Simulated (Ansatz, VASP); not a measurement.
**PtSe2 in VASP and in Ansatz**

File INCAR:

```
SYSTEM = PtSe2
  PREC = Accurate
  ENCUT = 520
  EDIFF = 1E-6
  ISMEAR = -1
  SIGMA = 0.02
  LREAL = .False.
  LASPH = .True.
  NELM = 80
  ALGO = Normal
  ISIF = 2
  LWAVE = .False.
  LCHARG = .False.
  GGA = PE
  NBANDS = 18
```

The input KPOINTS:

```
regular mesh
0
Gamma
  12 12 6
  0 0 0
```

File POSCAR:

```
PtSe2
1.0
    3.7286503688      0.0000000000      0.0000000000
   -1.8643251844      3.2291059412      0.0000000000
    0.0000000000      0.0000000000      5.2771565760
Pt Se
1 2
Direct
    0.0000000000      0.0000000000      0.0000000000
    0.3333333333      0.6666666667      0.2462188986
    0.6666666667      0.3333333333      0.7537811014
```

Input for Ansatz:

```yaml
crystal:
  lattice:
    - [3.7286503688, 0.0, 0.0]
    - [-1.8643251844, 3.2291059412, 0.0]
    - [0.0, 0.0, 5.277156576]
  atoms:
    - { symbol: Pt, position: [0.0, 0.0, 0.0] }
    - { symbol: Se, position: [0.3333333333, 0.6666666667, 0.2462188986] }
    - { symbol: Se, position: [0.6666666667, 0.3333333333, 0.7537811014] }
kpoints:
  mp_grid: { grid: [12, 12, 6] }
  band_path:
    path:
      - [0.0, 0.0, 0.0]
      - [0.5, 0.0, 0.0]
      - [0.3333333333, 0.3333333333, 0.0]
      - [0.0, 0.0, 0.5]
      - [0.5, 0.0, 0.5]
      - [0.3333333333, 0.3333333333, 0.5]
      - [0.0, 0.25, 0.3333333333]
      - [0.0, 0.283854, 0.294271]
    npoints: 1
hamiltonian:
  xc: pbe
scf:
  occupations: { method: fermi_dirac, width: 0.02 }
  n_extra_bands: 4
output:
  forces: true
  stress: true
  eigenvalues: true
```

The cell was built by a generator and needn't be a form met in nature.

Alike in both runs: task single point; functional PBE; k mesh 12 × 12 × 6; occupations fermi-dirac, width 0.02 eV; no spin polarisation.

|  | VASP | Ansatz |
| --- | --- | --- |
| version | VASP 6.6.1 | Ansatz 0.2.0 |
| potentials or method | VASP PAW PBE potentials, release 64 (Pt, Se) | plane waves, PAW |
| plane-wave cutoff (eV) | 520 | 420 |
| valence electrons in the cell | 22 | 50 |

Ansatz gave:

| Item | Value |
| --- | --- |
| pressure (GPa) | 3.8 |
| largest component of the traceless stress (GPa) | 1.15 |
| rms of the force components (eV/Å) | 0.080 |

Task: Which values does VASP return?

Result: Pressure (GPa): 3.8; largest component of the traceless stress (GPa): 1.16; rms of the force components (eV/Å): 0.081.

Atom by atom the forces differ by 0.002 eV/Å (rms over components). The two sets of potentials don't hold the same shells in valence.

Spin-orbit coupling is left out, which matters for the levels of Pt.
